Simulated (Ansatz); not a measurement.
# TiO2 (I4_1/amd): calculation of mode Grueneisen parameters

Aim: a calculation of mode Grueneisen parameters, for TiO2 (I4_1/amd), run from a script.

Computed with the Python package of Ansatz 0.2.0. Level of theory: DFT PBE, plane waves, PAW.

### Step 1. The structure

Symmetry: I4_1/amd, No. 141, tetragonal system. Conventional cell: a = 3.784 Å, b = 3.784 Å, c = 9.515 Å, α = 90.00°, β = 90.00°, γ = 90.00°. Ti (site symmetry -4m2) has 6 O at 1.93 to 1.98 Å as nearest neighbours. O (site symmetry 2mm) is surrounded by 3 Ti at 1.93 to 1.98 Å.

No structure file is read: the coordinates are typed or built in the script.

### Step 2. The script

File tio2_gruneisen.py:

```python
"""Mode Grueneisen parameters of TiO2 at the zone centre."""

import ansatz as az
import numpy as np

VECTORS = np.array([
    [-1.8921, 1.8921, 4.7573],
    [1.8921, -1.8921, 4.7573],
    [1.8921, 1.8921, -4.7573],
])
SITES = [
    ("Ti", [0.0, 0.0, 0.0]),
    ("Ti", [0.75, 0.25, 0.5]),
    ("O", [0.2081, 0.2081, 0.0]),
    ("O", [0.9581, 0.4581, 0.5]),
    ("O", [0.5419, 0.0419, 0.5]),
    ("O", [0.7919, 0.7919, 0.0]),
]


def on_lattice(cell):
    crystal = az.Crystal(lattice=az.Lattice.of(cell))
    for symbol, position in SITES:
        crystal = crystal.atom(symbol, position)
    return crystal

modes = {}
for scale in (1 - 0.02, 1.0, 1 + 0.02):
    calculation = (
        on_lattice(VECTORS * scale ** (1 / 3)).calculation()
        .occupations("Fermi-Dirac", width=0.01)  # the run then minimises F = E - TS
        .functional("pbe")
        .kpoints(7, 7, 7)  # the mesh must be finer for metals
        .phonons("dfpt")
    )
    modes[scale] = np.sort(calculation.run(threads=1).phonons.gamma_omega_inv_cm)
    print(f"V/V0 = {scale:.2f}:", np.round(modes[scale], 1) + 0.0)

# gamma = -d ln(omega) / d ln(V); ions stay at the typed fractions and modes pair by order
low, middle, high = modes.values()
for w0, w1, w2 in zip(low, middle, high):
    if min(w0, w1, w2) > 5:
        print(f"{w1:8.1f} 1/cm   gamma = {-np.log(w2 / w0) / np.log((1 + 0.02) / (1 - 0.02)):6.2f}")
```

### Step 3. The input behind the calls

The package turns the script's settings into the engine's input (first run):

```yaml
crystal:
  lattice:
    - [-1.8794009596524142, 1.8794009596524142, 4.725370850036695]
    - [1.8794009596524142, -1.8794009596524142, 4.725370850036695]
    - [1.8794009596524142, 1.8794009596524142, -4.725370850036695]
  atoms:
    - { symbol: Ti, position: [0.0, 0.0, 0.0] }
    - { symbol: Ti, position: [0.75, 0.25, 0.5] }
    - { symbol: O, position: [0.2081, 0.2081, 0.0] }
    - { symbol: O, position: [0.9581, 0.4581, 0.5] }
    - { symbol: O, position: [0.5419, 0.0419, 0.5] }
    - { symbol: O, position: [0.7919, 0.7919, 0.0] }
kpoints:
  mp_grid:
    grid: [7, 7, 7]
hamiltonian:
  xc: pbe
scf:
  occupations:
    method: fermi_dirac
    width: 0.01
phonons:
  method: dfpt
```

### Step 4. The run

The run is started by

```bash
> python tio2_gruneisen.py
```

Standard output:

```text
DeckWarning: basis.ecutwfc = 420 eV, auto-derived from the records' recommended cutoffs: set by Ti (normal level)
V/V0 = 0.98: [  0.    0.    0.  143.  143.  150.5 150.5 229.8 229.8 360.2 390.5 448.4
 448.4 514.3 534.6 559.6 646.8 646.8]
V/V0 = 1.00: [  0.    0.    0.  128.6 128.6 164.8 164.8 220.  220.  334.9 378.8 421.4
 421.4 497.5 516.7 543.3 620.7 620.7]
V/V0 = 1.02: [  0.    0.    0.  108.4 108.4 177.5 177.5 201.2 201.2 309.7 365.4 399.1
 399.1 482.9 499.3 527.6 595.9 595.9]
   128.6 1/cm   gamma =   6.91
   128.6 1/cm   gamma =   6.91
   164.8 1/cm   gamma =  -4.12
   164.8 1/cm   gamma =  -4.12
   220.0 1/cm   gamma =   3.32
   220.0 1/cm   gamma =   3.32
   334.9 1/cm   gamma =   3.77
   378.8 1/cm   gamma =   1.66
   421.4 1/cm   gamma =   2.91
   421.4 1/cm   gamma =   2.91
   497.5 1/cm   gamma =   1.57
   516.7 1/cm   gamma =   1.71
   543.3 1/cm   gamma =   1.48
   620.7 1/cm   gamma =   2.05
   620.7 1/cm   gamma =   2.05
```

(Warnings from the package without file and line.)

Run time: 3 min. Hardware: 1 thread of Intel Xeon 6975P-C (Granite Rapids), shared host; peak memory 0.91 GiB.

### Step 5. What changed from run to run

The engine's inputs for the other runs:

Run 2, against run 1:

```diff
@@ -3,3 +3,3 @@
-    - [-1.8794009596524142, 1.8794009596524142, 4.725370850036695]
-    - [1.8794009596524142, -1.8794009596524142, 4.725370850036695]
-    - [1.8794009596524142, 1.8794009596524142, -4.725370850036695]
+    - [-1.8921, 1.8921, 4.7573]
+    - [1.8921, -1.8921, 4.7573]
+    - [1.8921, 1.8921, -4.7573]
```

Run 3, against run 1:

```diff
@@ -3,3 +3,3 @@
-    - [-1.8794009596524142, 1.8794009596524142, 4.725370850036695]
-    - [1.8794009596524142, -1.8794009596524142, 4.725370850036695]
-    - [1.8794009596524142, 1.8794009596524142, -4.725370850036695]
+    - [-1.9046308287586897, 1.9046308287586897, 4.788806216190325]
+    - [1.9046308287586897, -1.9046308287586897, 4.788806216190325]
+    - [1.9046308287586897, 1.9046308287586897, -4.788806216190325]
```

Lines on the test bed's own set-up are left out of the output.

### Step 6. Run by run

The 3 runs, in the order started:

```
run  volume (Å³/atom)  energy from run 3 (meV/atom)  gap on the mesh (eV)  SCF cycles in all  CPU time (s)
  1            11.127                         14.91                  2.17                  8            60
  2            11.354                          4.20                  2.12                  9            62
  3            11.581                          0.00                  2.08                  8            60
```

### Step 7. Phonon frequencies (run 1)

Frequencies in cm⁻¹ (negative: imaginary):

| q | frequencies |
| --- | --- |
| 0.000 0.000 0.000 | 0 0 0 143 143 150 150 230 230 360 391 448 448 514 535 560 647 647 |

### Step 8. Phonon frequencies (run 2)

Frequencies in cm⁻¹ (negative: imaginary):

| q | frequencies |
| --- | --- |
| 0.000 0.000 0.000 | 0 0 0 129 129 165 165 220 220 335 379 421 421 498 517 543 621 621 |

### Step 9. Phonon frequencies (run 3)

Frequencies in cm⁻¹ (negative: imaginary):

| q | frequencies |
| --- | --- |
| 0.000 0.000 0.000 | 0 0 0 108 108 177 177 201 201 310 365 399 399 483 499 528 596 596 |

### Step 10. Results

| quantity | value |
| --- | --- |
| mode Grüneisen parameters | -4.12 to 6.91 |
| runs compared | 3 |
| highest frequency (run 1) | 647 cm⁻¹ |
| imaginary modes at these points (run 1) | none |
| highest frequency (run 2) | 621 cm⁻¹ |
| imaginary modes at these points (run 2) | none |
| highest frequency (run 3) | 596 cm⁻¹ |
| imaginary modes at these points (run 3) | none |

In words: Positive parameters mean that modes soften as the crystal expands. All axes are scaled alike, which a layered or anisotropic crystal doesn't do under heat or pressure. A negative one marks a mode that stiffens on expansion. The long-range field of a polar crystal is left out, so longitudinal optical modes near Γ lie too low. No mode at these points is imaginary. Only Γ is listed, so instabilities elsewhere in the zone are not shown. All modes computed here are real. No mode at these points is imaginary. What to keep in mind:
- Spin is left out of this run.
- The cell isn't relaxed first, so the values belong to this volume.
- A negative frequency stands for an imaginary mode.
- No non-analytic term is added, so at the zone centre the longitudinal optical modes of a polar crystal aren't split off.
- The ions aren't relaxed at each volume, and modes are paired by their order, which mixes them up where branches cross.
